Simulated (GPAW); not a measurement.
# Mg (P6_3/mmc) in GPAW: band structure with r2SCAN

Aim: the band structure of Mg with r2SCAN.

All numbers are computed with GPAW 26.7.0; they aren't measurements. Logs are shortened: lines on timing, memory, paths and dates and some standing lists are left out, and cuts for length are marked. The log counts tension as positive stress, the text compression.

**1. The structure**

The structure is hexagonal, space group P6_3/mmc (No. 194). The conventional cell has a = 3.209 Å, b = 3.209 Å, c = 5.210 Å, α = 90.00°, β = 90.00°, γ = 120.00°. Around Mg (site symmetry -6m2) lie 12 Mg at 3.20 to 3.21 Å.

**2. Band structure, r2SCAN**

Contents of run.py:

```python
from ase import Atoms
from ase.dft.bandgap import bandgap
from ase.io import write
from ase.units import Bohr, GPa
from gpaw import GPAW, PW
from gpaw.elf import elf_from_dft_calculation

atoms = Atoms(['Mg', 'Mg'],
              cell=[[3.2093, 0.0, 0.0],
                    [-1.60465, 2.7793353284, 0.0],
                    [0.0, 0.0, 5.2103]],
              scaled_positions=[[0.6666666667, 0.3333333333, 0.75],
                                [0.3333333333, 0.6666666667, 0.25]],
              pbc=True)

calc = GPAW(mode=PW(800),
            xc='MGGA_X_R2SCAN+MGGA_C_R2SCAN',
            kpts={'size': (10, 10, 5), 'gamma': True},
            occupations={'name': 'fermi-dirac', 'width': 0.05},
            nbands=19,
            convergence={'density': 1e-05, 'energy': 1e-05},
            maxiter=150,
            txt='gpaw.txt')
atoms.calc = calc
energy = atoms.get_potential_energy()
forces = atoms.get_forces()
stress = atoms.get_stress()
calc.write('gs.gpw')
write('result.traj', atoms)
print(f'Energy: {energy:.6f} eV')
print('Forces (eV/A):')
print(forces.round(4))
print('Stress (GPa):', (stress / GPa).round(3))
print('Fermi level:', round(calc.get_fermi_level(), 4), 'eV')
print(f'Gap: {bandgap(calc)[0]:.4f} eV, direct: {bandgap(calc, direct=True)[0]:.4f} eV')

# fields on the real-space grid
write('density.cube', atoms, data=calc.get_pseudo_density() * Bohr**3)
write('potential.cube', atoms, data=calc.get_electrostatic_potential())
write('elf.cube', atoms, data=elf_from_dft_calculation(calc).data)

path = atoms.cell.bandpath('GMKGALHA,LM,KH', npoints=100, eps=1e-4)
bs_calc = calc.fixed_density(kpts=path, symmetry='off', nbands=30,
                             convergence={'bands': 'CBM+6.0', 'eigenstates': 1e-6}, txt='bands.txt')
bs = bs_calc.band_structure()
bs.write('bs.json')
print(f'Gap on the path: {bandgap(bs_calc)[0]:.4f} eV')
```

Potentials or basis: GPAW PAW data sets (gpaw-data 1.2.1), pw.

Command:

```bash
$ OMP_NUM_THREADS=1 python run.py
```

gpaw.txt:

```text
__  _  _
 | _ |_)|_||  |
 |__||  | ||/\| - 26.7.0

Input parameters:
  mode=PW(ecut=800.0),
  convergence={'density': 1e-05, 'energy': 1e-05},
  kpts=MonkhorstPack(size=(10, 10, 5), gamma=True),
  maxiter=150,
  nbands=19,
  occupations=Occupations(name='fermi-dirac', width=0.05),
  xc=XC(name='MGGA_X_R2SCAN+MGGA_C_R2SCAN')

Diagonalizing LCAO Hamiltonian
Converting LCAO to pw mode

           Mg

        Mg

Atoms  # Å, Bohr magnetons
|   | symbol |         x |        y |        z |    initial magnetic moments |
|---|--------|-----------|----------|----------|-----------------------------|
| 0 |     Mg |  1.604650 | 0.926445 | 3.907725 | ( 0.0000,  0.0000,  0.0000) |
| 1 |     Mg | -0.000000 | 1.852890 | 1.302575 | ( 0.0000,  0.0000,  0.0000) |

Unit cell  # Å
| periodic |         x |        y |        z |  lengths |     angles |
|----------|-----------|----------|----------|----------|------------|
|      yes |  3.209300 | 0.000000 | 0.000000 | 3.209300 |  90.000000 |
|      yes | -1.604650 | 2.779335 | 0.000000 | 3.209300 |  90.000000 |
|      yes |  0.000000 | 0.000000 | 5.210300 | 5.210300 | 120.000000 |

Number of symmetries: 12
Symmetry operations  # r_c * U_cc + t_c -> r_c
|    | kind |            matrix            |
|----|------|------------------------------|
|  0 |  σ   |  1, 1, 0,  0,-1, 0,  0, 0, 1 |
|  1 |  S6  |  1, 1, 0, -1, 0, 0,  0, 0,-1 |
|  2 |  E   |  1, 0, 0,  0, 1, 0,  0, 0, 1 |
|  3 |  C2  |  1, 0, 0, -1,-1, 0,  0, 0,-1 |
|  4 |  C2  |  0, 1, 0,  1, 0, 0,  0, 0,-1 |
|  5 |  C3  |  0, 1, 0, -1,-1, 0,  0, 0, 1 |
|  6 |  S6  |  0,-1, 0,  1, 1, 0,  0, 0,-1 |
|  7 |  σ   |  0,-1, 0, -1, 0, 0,  0, 0, 1 |
|  8 |  σ   | -1, 0, 0,  1, 1, 0,  0, 0, 1 |
|  9 |  i   | -1, 0, 0,  0,-1, 0,  0, 0,-1 |
| 10 |  C3  | -1,-1, 0,  1, 0, 0,  0, 0, 1 |
| 11 |  C2  | -1,-1, 0,  0, 1, 0,  0, 0,-1 |

BZ-sampling:
  Number of BZ points: 500
  Number of IBZ points: 58

  Monkhorst-Pack size: [10, 10, 5]
  Monkhorst-Pack shift: [0.05, 0.05, 0.0]

K-points  # in reciprocal-cell coordinates
|     |                                coordinates |     weight |
|-----|--------------------------------------------|------------|
|   0 | (  0.00000000,   0.00000000,   0.00000000) | 0.00200000 |
|   1 | (  0.00000000,   0.00000000,   0.20000000) | 0.00400000 |
|   2 | (  0.00000000,   0.00000000,   0.40000000) | 0.00400000 |
|   3 | (  0.10000000,   0.00000000,  -0.40000000) | 0.01200000 |
|   4 | (  0.10000000,   0.00000000,  -0.20000000) | 0.01200000 |
|   5 | (  0.10000000,   0.00000000,   0.00000000) | 0.01200000 |
|   6 | (  0.10000000,   0.00000000,   0.20000000) | 0.01200000 |
|   7 | (  0.10000000,   0.00000000,   0.40000000) | 0.01200000 |
|   8 | (  0.20000000,  -0.10000000,   0.00000000) | 0.01200000 |
|   9 | (  0.20000000,  -0.10000000,   0.20000000) | 0.02400000 |
| ... |                                            |            |
|  57 | (  0.50000000,   0.50000000,   0.40000000) | 0.01200000 |

Plane wave coefficients: 2430
Cutoff: 800.0 eV

Spin-components: 1 (collinear spins)
Bands:           19
Projectors:      10
Spin-degeneracy: 2
Datatype:        complex128

Parallelization:
  kpt:    1
  domain: 1
  band:   1

Density:
  Valence electrons: 20.0
  Components: 1
  Grid points: [21 21 35]
  Charge: 0.0  # |e|

Potential:
  Grid points: [21 21 35]

species:
  Mg:
    name:    Magnesium
    Z:       12.0
    valence: 10
    core:    2
    charge:  0.0  # [|e|]
    compensation charges:
      type: gauss
      rc: 0.33  # [Å]
      lmax: 2
    cutoffs:
      filter: 1.86  # [Å]
      core: 0.54  # [Å]
    projectors
    | kind |    occ | energy [eV] | rcut [Å] |
    |------|--------|-------------|----------|
    |   2s |  2.000 |     -79.840 |    1.090 |
    |   3s |  2.000 |      -4.705 |    1.090 |
    |   2p |  6.000 |     -46.613 |    1.085 |
    |   3p |  0.000 |      -1.330 |    1.085 |
    |    d |        |       0.000 |    1.037 |

    Using partial waves for Mg as LCAO basis

Reference energy: -10899.289777  # eV

eigensolver:
  PPCG
  Converge bands: occupied
  niter=2

density mixing:
  MSR1-Mixer
  Pratt-step length: 0.05
  Maximum mixing coefficient: 0.75
  Old densities: 10
  SVD Regularization: 0.005
  Good broyden scale: 1.0
  Trust region scale: 1.0
  Backstep threshold: 4.0
  History deletion threshold: 6.0
  Fourier metric: weight=20.0, sigma=0.015

occupation numbers:
  Fermi-Dirac:
    width: 0.0500  # eV

poisson solver:
  ecut: 6400.0  # eV

xc functional:
  name: MGGA_X_R2SCAN+MGGA_C_R2SCAN with 2 nearest neighbor stencil

convergence criteria:
- Maximum integral of absolute [dens]ity change: 1e-05 electrons / valence electron
- Maximum [total energy] change in last 3 cyles: 1e-05 eV / valence electron
- Maximum integral of absolute [eigenst]ate change: 4e-08 eV^2 / valence electron
maximum number of iterations: 150

SCF iterations
|iter     | |      energy | eigst |  dens |
|---------|-|-------------|-------|-------|
|iter:   1| |  -10.277198 | +0.21 |       |
|iter:   2| |   -8.281236 | -1.50 | -1.58 |
|iter:   3| |-26500.310039 | +3.54 | -1.53 |
|iter:   4| |   -6.630823 | +1.47 | +1.18 |
|iter:   5| |   -8.376204 | -0.27 | -1.91 |
|iter:   6| |   -8.371827 | -2.10 | -2.35 |
|iter:   7| |   -8.371647 | -3.59 | -2.49 |
|iter:   8| |   -8.371543 | -4.87 | -3.16 |
|iter:   9| |   -8.371538c| -5.72 | -3.49 |
|iter:  10| |   -8.371538c| -6.97 | -3.94 |
|iter:  11| |   -8.371538c| -7.38 | -4.25 |
|iter:  12| |   -8.371538c| -8.42c| -4.97 |
|iter:  13| |   -8.371538c| -8.68c| -5.82c|

Converged in 13 steps
Energy contributions relative to reference atoms: (reference = -10899.289777)

Energy contributions:
  Kinetic:           8.360139
  Coulomb:          -4.891518
  Zero:             -0.045028
  External:          0.000000
  Xc:              -11.790358
  Entropy:          -0.009546
  Spinorbit:         0.000000
  ----------------------------
  Free energy:      -8.376311
  Extrapolated:     -8.371538

dipole moment: (0.000000, 0.000000, 0.000000)  # |e|*Ang

Fermi level: 3.559
Eigenvalues  # (at kpt = [0.000, 0.000, 0.000])
| band index |      eig [eV] | occ [0-2] |
|------------|---------------|-----------|
|          0 |       -75.656 |     2.000 |
|        ... |               |           |
|          3 |       -40.767 |     2.000 |
|          4 |       -40.767 |     2.000 |
|          5 |       -40.762 |     2.000 |
|          6 |       -40.762 |     2.000 |
|          7 |       -40.762 |     2.000 |
|          8 |        -3.809 |     2.000 |
[... 8 lines left out ...]
|         17 |        18.904 |     0.000 |
|         18 |        19.053 |     0.000 |

No gap
No difference between direct/indirect transitions

Forces  # eV/Ang
|        x |        y |        z |
|----------|----------|----------|
|  0.00000 | -0.00000 |  0.00007 |  # Mg   0
| -0.00000 |  0.00000 | -0.00007 |  # Mg   1

Stress tensor  # eV/Ang^3
|        x |         y |        z |
|----------|-----------|----------|
| 0.007357 | -0.000000 | 0.000000 |
| 0.000000 |  0.007357 | 0.000000 |
| 0.000000 | -0.000000 | 0.002076 |

# Writing to gs.gpw (mode='')
```

It took 4.7 min on 1 thread of Arm Neoverse V2, shared host; peak memory 0.41 GiB.

What came out:

```
Free energy             : -8.3763 eV
Pressure                : -0.9 GPa
Band gap along the path : none (metal or under the smearing width)
```

Stress tensor (GPa, compression positive):
```
-1.18  0.00  0.00
 0.00 -1.18  0.00
 0.00  0.00 -0.33
```

Levels at the corners of the path, in eV from the Fermi level:
```csv
point,band 7,band 8,band 9,band 10,band 11,band 12,band 13,band 14
Γ,-44.32,-44.32,-7.37,-1.93,-1.23,11.57,11.57,11.73
M,-44.33,-44.33,-2.39,-2.23,2.75,3.05,3.50,3.95
K,-44.33,-44.33,-0.82,-0.63,-0.63,4.32,4.32,4.54
Γ,-44.32,-44.32,-7.37,-1.93,-1.23,11.57,11.57,11.73
A,-44.32,-44.32,-5.90,-5.90,5.31,5.31,12.32,12.32
L,-44.33,-44.33,-1.28,-1.28,-0.43,-0.43,8.42,8.42
H,-44.33,-44.33,0.12,0.12,0.56,0.56,1.80,1.80
A,-44.32,-44.32,-5.90,-5.90,5.31,5.31,12.32,12.32
L,-44.33,-44.33,-1.28,-1.28,-0.43,-0.43,8.42,8.42
M,-44.33,-44.33,-2.39,-2.23,2.75,3.05,3.50,3.95
K,-44.33,-44.33,-0.82,-0.63,-0.63,4.32,4.32,4.54
H,-44.33,-44.33,0.12,0.12,0.56,0.56,1.80,1.80
```

Caveat: the PAW data sets were made with another functional, which shifts forces and pressure a little.
